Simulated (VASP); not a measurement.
# BeS (F-43m) in VASP: elastic constants with PBE

Aim: the elastic constants of BeS with PBE.

Everything below comes from runs of VASP 6.6.1. Logs are shortened: lines on timing, memory, paths and dates and some standing lists are left out, and cuts for length are marked.

### 1 Starting point

Symmetry: F-43m, No. 216, cubic system. The conventional cell has a = 4.876 Å, b = 4.876 Å, c = 4.876 Å, α = 90.00°, β = 90.00°, γ = 90.00°. Be (site symmetry -43m) is surrounded by 4 S at 2.11 Å. S (site symmetry -43m) has 4 Be at 2.11 Å as nearest neighbours.

### 2 Elastic constants, PBE

Contents of INCAR:

```
ALGO = Normal
EDIFF = 1E-8
ENCUT = 600
GGA = PE
IBRION = 6
ISIF = 3
ISMEAR = 0
LASPH = T
LCHARG = F
LREAL = F
LWAVE = F
NELM = 80
NFREE = 2
NSW = 1
POTIM = 0.015
PREC = Accurate
SIGMA = 0.01
```

Contents of KPOINTS:

```
k-points
0
Gamma
  8 8 8
```

Contents of POSCAR:

```
BeS
1.0
    0.0000000000      2.4380063420      2.4380063420
    2.4380063420      0.0000000000      2.4380063420
    2.4380063420      2.4380063420      0.0000000000
Be S
1 1
Direct
    0.0000000000      0.0000000000      0.0000000000
    0.2500000000      0.2500000000      0.2500000000
```

Potentials or basis: VASP PAW PBE potentials, release 64 (Be, S).

Launch:

```bash
cat potpaw_PBE.64/Be/POTCAR potpaw_PBE.64/S/POTCAR > POTCAR
mpirun -np 1 vasp_std > vasp.out
```

OUTCAR:

```text
EDIFF = 1E-8
   ENCUT = 600
   GGA = PE
   IBRION = 6
   ISIF = 3
   ISMEAR = 0
   LASPH = T
   LREAL = F
   NELM = 80
   NFREE = 2
   NSW = 1
   POTIM = 0.015
   PREC = Accurate

 ion  position               nearest neighbor table
   1  0.000  0.000  0.000-   2 2.11   2 2.11   2 2.11   2 2.11
   2  0.250  0.250  0.250-   1 2.11   1 2.11   1 2.11   1 2.11

  LATTYP: Found a face centered cubic cell.
 ALAT       =     4.8760126840

  Lattice vectors:

 A1 = (   0.0000000000,   2.4380063420,   2.4380063420)
 A2 = (   2.4380063420,   0.0000000000,   2.4380063420)
 A3 = (   2.4380063420,   2.4380063420,   0.0000000000)

Analysis of symmetry for initial positions (statically):
=====================================================================
 Subroutine PRICEL returns:
 Original cell was already a primitive cell.

 Routine SETGRP: Setting up the symmetry group for a
 face centered cubic supercell.

 Subroutine GETGRP returns: Found 24 space group operations
 (whereof 24 operations were pure point group operations)
 out of a pool of 48 trial point group operations.

The static configuration has the point symmetry T_d .

Analysis of symmetry for dynamics (positions and initial velocities):
=====================================================================
 Subroutine PRICEL returns:
 Original cell was already a primitive cell.

 Routine SETGRP: Setting up the symmetry group for a
 face centered cubic supercell.

 Subroutine GETGRP returns: Found 24 space group operations
 (whereof 24 operations were pure point group operations)
 out of a pool of 48 trial point group operations.

The dynamic configuration has the point symmetry T_d .

 Subroutine INISYM returns: Found 24 space group operations
 (whereof 24 operations are pure point group operations),
 and found     1 'primitive' translations

----------------------------------------------------------------------------------------

                                     Primitive cell

  volume of cell :      28.9824

  direct lattice vectors                    reciprocal lattice vectors
     0.000000000  2.438006342  2.438006342    -0.205085603  0.205085603  0.205085603
     2.438006342  0.000000000  2.438006342     0.205085603 -0.205085603  0.205085603
     2.438006342  2.438006342  0.000000000     0.205085603  0.205085603 -0.205085603

  length of vectors
     3.447861634  3.447861634  3.447861634     0.355218684  0.355218684  0.355218684

  position of ions in fractional coordinates (direct lattice)
     0.000000000  0.000000000  0.000000000
     0.250000000  0.250000000  0.250000000

  ion indices of the primitive-cell ions
   primitive index   ion index
                 1           1
                 2           2

----------------------------------------------------------------------------------------

 KPOINTS: k-points

Automatic generation of k-mesh.
 Grid dimensions read from file:
 generate k-points for:    8    8    8

 Generating k-lattice:

  Cartesian coordinates                     Fractional coordinates (reciprocal lattice)
    -0.025635700  0.025635700  0.025635700     0.125000000  0.000000000  0.000000000
     0.025635700 -0.025635700  0.025635700     0.000000000  0.125000000  0.000000000
     0.025635700  0.025635700 -0.025635700     0.000000000  0.000000000  0.125000000

  Length of vectors
     0.044402335  0.044402335  0.044402335

  Shift w.r.t. Gamma in fractional coordinates (k-lattice)
     0.000000000  0.000000000  0.000000000

 Subroutine IBZKPT returns following result:
 ===========================================

 Found     29 irreducible k-points:

 Following reciprocal coordinates:
            Coordinates               Weight
  0.000000  0.000000  0.000000      1.000000
  0.125000  0.000000  0.000000      8.000000
  0.250000  0.000000  0.000000      8.000000
  0.375000  0.000000  0.000000      8.000000
  0.500000  0.000000  0.000000      4.000000
  0.125000  0.125000  0.000000      6.000000
[... 16 lines left out ...]
  0.500000  0.250000  0.125000     48.000000
 -0.375000  0.250000  0.125000     24.000000
 [... further k-points ...]
   k-points           NKPTS =     29   k-points in BZ     NKDIM =     29   number of bands    NBANDS=      8
[... 36 lines left out ...]
     AMIX     =   0.40;   BMIX     =  1.00
     AMIX_MAG =   1.60;   BMIX_MAG =  1.00
  volume/ion in A,a.u.               =      14.49        97.79
  Fermi-wavevector in a.u.,A,eV,Ry     =   1.065925  2.014306 15.458888  1.136196
  Thomas-Fermi vector in A             =   2.201493
   LORBIT       =      0    0 simple, 1 ext, 2 COOP (PROOUT), +10 PAW based schemes
   GGA     = PE    functional components
   LHFCALC =     F    Hartree Fock is set to
   AEXX    =    0.0000 exact exchange contribution
   IVDW    =     0    specifies the selected vdW correction
   LEPSILON=     F    determine dielectric tensor
   LRPA    =     F    only Hartree local field effects (RPA)
 finite differences with symmetry
 non-spin polarized calculation
 Gauss-broadening in eV      SIGMA  =   0.01
  energy-cutoff  :      600.00
  volume of cell :       28.98
 maximum number of plane-waves:       982
   NGX = 13   NGY = 13   NGZ = 13

--------------------------------------- Ionic step        1  -------------------------------------------

 number of electron       7.9999999 magnetization

 Free energy of the ion-electron system (eV)
  ---------------------------------------------------
  ext. energy  EPLUGINS =         0.00000000
  ---------------------------------------------------
  free energy    TOTEN  =       -10.01354774 eV

  energy without entropy =      -10.01354774  energy(sigma->0) =      -10.01354774

------------------------ aborting loop because EDIFF is reached ----------------------------------------

  FORCE on cell =-STRESS in cart. coord.  units (eV):
  Direction    XX          YY          ZZ          XY          YZ          ZX
  --------------------------------------------------------------------------------------
  -------------------------------------------------------------------------------------
  Total        0.0084344      0.0084344      0.0084344     -0.0000000     -0.0000000      0.0000000
  in kB        0.4662635      0.4662635      0.4662635     -0.0000000     -0.0000000      0.0000000
  external PRESSURE =       0.4662635 kB  Pullay stress =       0.0000000 kB
[... 89 lines left out ...]
  FREE ENERGIE OF THE ION-ELECTRON SYSTEM (eV)
  ---------------------------------------------------
  free  energy   TOTEN  =       -10.0101968349 eV

  energy  without entropy=      -10.0101968349  energy(sigma->0) =      -10.01019683

[... ionic steps 4 to 14 ...]

--------------------------------------- Ionic step       15  -------------------------------------------

 number of electron       7.9999999 magnetization

------------------------ aborting loop because EDIFF is reached ----------------------------------------
[... 67 lines left out ...]
--------------------------------------- Ionic step       17  -------------------------------------------

 number of electron       7.9999999 magnetization

 Free energy of the ion-electron system (eV)
  ---------------------------------------------------
  ext. energy  EPLUGINS =         0.00000000
  ---------------------------------------------------
  free energy    TOTEN  =       -10.01264515 eV

  energy without entropy =      -10.01264515  energy(sigma->0) =      -10.01264515

 E-fermi :   4.1437     XC(G=0):  -9.6644

 val. band max:        4.0591088890   @ k =   0.0000   0.0000   0.0000
 cond. band min:       7.1557494032   @ k =   0.5000   0.5000   0.0000
 fundamental gap:      3.0966405142
 Fermi energy:         4.1436595453

 k-point     1 :       0.0000    0.0000    0.0000
  band No.  band energies     occupation
      1      -9.5756      2.00000
      2       3.9593      2.00000
      3       4.0106      2.00000
      4       4.0591      2.00000
      5       9.6654      0.00000
      6       9.6818      0.00000
      7       9.7081      0.00000
      8       9.7641      0.00000
[... 243 lines left out ...]
 k-point    24 :      -0.3750    0.2500    0.1250
  band No.  band energies     occupation
      1      -7.7415      2.00000
      2      -1.1623      2.00000
      3       1.2790      2.00000
      4       2.2373      2.00000
      5      10.1498      0.00000
      6      10.5497      0.00000
      7      13.0740      0.00000
      8      14.4602      0.00000

 [... further k-points ...]

------------------------ aborting loop because EDIFF is reached ----------------------------------------

  FORCE on cell =-STRESS in cart. coord.  units (eV):
  Direction    XX          YY          ZZ          XY          YZ          ZX
  --------------------------------------------------------------------------------------
  -------------------------------------------------------------------------------------
  Total        0.0094102      0.0109137      0.0109137      0.0000000      0.0602510      0.0000000
  in kB        0.5202078      0.6033186      0.6033186      0.0000000      3.3307357      0.0000000
  external PRESSURE =       0.5756150 kB  Pullay stress =       0.0000000 kB
[... 17 lines left out ...]
  FREE ENERGIE OF THE ION-ELECTRON SYSTEM (eV)
  ---------------------------------------------------
  free  energy   TOTEN  =       -10.0126451455 eV

  energy  without entropy=      -10.0126451455  energy(sigma->0) =      -10.01264515

 INTERNAL STRAIN TENSORS FROM STRAINED CELLS
 ============================================

 INTERNAL STRAIN TENSOR FOR ION    1 for displacements in x,y,z  (eV/Angst):
          X           Y           Z          XY          YZ          ZX
  --------------------------------------------------------------------------------
  x     0.00000     0.00000     0.00000     0.00000     4.00589    -0.00000
  y    -0.00000     0.00000     0.00000     0.00000    -0.00000     4.00503
  z    -0.00000    -0.00000     0.00000     4.00498    -0.00000    -0.00000

 INTERNAL STRAIN TENSORS FROM DISPLACED ATOMS
 ============================================

 INTERNAL STRAIN TENSOR FOR ION    1 for displacements in x,y,z  (eV/Angst):
          X           Y           Z          XY          YZ          ZX
  --------------------------------------------------------------------------------
  x     0.00000     0.00000     0.00000     0.00000     4.00338     0.00000
  y     0.00000     0.00000     0.00000     0.00000     0.00000     4.00338
  z     0.00000     0.00000     0.00000     4.00338     0.00000     0.00000

 INTERNAL STRAIN TENSOR FOR ION    2 for displacements in x,y,z  (eV/Angst):
          X           Y           Z          XY          YZ          ZX
  --------------------------------------------------------------------------------
  x     0.00000     0.00000     0.00000     0.00000    -4.01022     0.00000
  y     0.00000     0.00000     0.00000     0.00000     0.00000    -4.01022
  z     0.00000     0.00000     0.00000    -4.01022     0.00000     0.00000

 Eigenvectors and eigenvalues of the dynamical matrix
 ----------------------------------------------------

   1 f  =   16.700401 THz   104.931717 2PiTHz  557.065429 cm-1    69.067280 meV
             X         Y         Z           dx          dy          dz
      0.000000  0.000000  0.000000     0.883533    0.000000    0.000000
      1.219003  1.219003  1.219003    -0.468369    0.000000    0.000000
[... 21 lines left out ...]
   6 f/i=    0.000737 THz     0.004632 2PiTHz    0.024593 cm-1     0.003049 meV
             X         Y         Z           dx          dy          dz
      0.000000  0.000000  0.000000    -0.427331    0.191724    0.000567
      1.219003  1.219003  1.219003    -0.806117    0.361668    0.001070

--------------------------------------------------------------------------------------------------------

 ELASTIC MODULI CONTR FROM IONIC RELAXATION (kBar)
 Direction    XX          YY          ZZ          XY          YZ          ZX
 --------------------------------------------------------------------------------
 XX          -0.0000      0.0000      0.0000      0.0000     -0.0000      0.0000
 YY           0.0000     -0.0000      0.0000      0.0000      0.0000     -0.0000
 ZZ           0.0000      0.0000     -0.0000     -0.0000      0.0000      0.0000
 XY           0.0000      0.0000     -0.0000   -110.5478      0.0000      0.0000
 YZ          -0.0000      0.0000      0.0000      0.0000   -110.5478      0.0000
 ZX           0.0000     -0.0000      0.0000      0.0000      0.0000   -110.5478
 --------------------------------------------------------------------------------

 TOTAL ELASTIC MODULI (kBar)
 Direction    XX          YY          ZZ          XY          YZ          ZX
 --------------------------------------------------------------------------------
 XX        1572.0894    608.6738    608.6738      0.0000     -0.0000     -0.0000
 YY         608.6738   1572.0894    608.6738     -0.0000     -0.0000     -0.0000
 ZZ         608.6738    608.6738   1572.0894     -0.0000     -0.0000     -0.0000
 XY           0.0000     -0.0000     -0.0000    822.6701      0.0000      0.0000
 YZ          -0.0000     -0.0000     -0.0000      0.0000    822.6701      0.0000
 ZX          -0.0000     -0.0000     -0.0000      0.0000      0.0000    822.6701
 --------------------------------------------------------------------------------
```

Run time: 2.2 min. Hardware: 1 thread of Intel Xeon 6975P-C (Granite Rapids), shared host; peak memory 0.23 GiB.

Results:

```
Elastic constants C11, C12, C44                         : 157, 61, 82 GPa
Voigt bulk modulus                                      : 93 GPa
Highest phonon frequency at Γ, LO-TO splitting left out : 557 cm⁻¹
```

Phonon frequencies in cm⁻¹ (negative: imaginary):
```csv
q point,frequencies
"(0.000, 0.000, 0.000)",0 0 0 557 557 557
```

Elastic tensor in Voigt notation (GPa, in the Cartesian axes of the cell as first typed):
```
157  61  61   0   0   0
 61 157  61   0   0   0
 61  61 157   0   0   0
  0   0   0  82   0   0
  0   0   0   0  82   0
  0   0   0   0   0  82
```

Clamped-ion elastic tensor (GPa):
```
157  61  61   0   0   0
 61 157  61   0   0   0
 61  61 157   0   0   0
  0   0   0  93   0   0
  0   0   0   0  93   0
  0   0   0   0   0  93
```
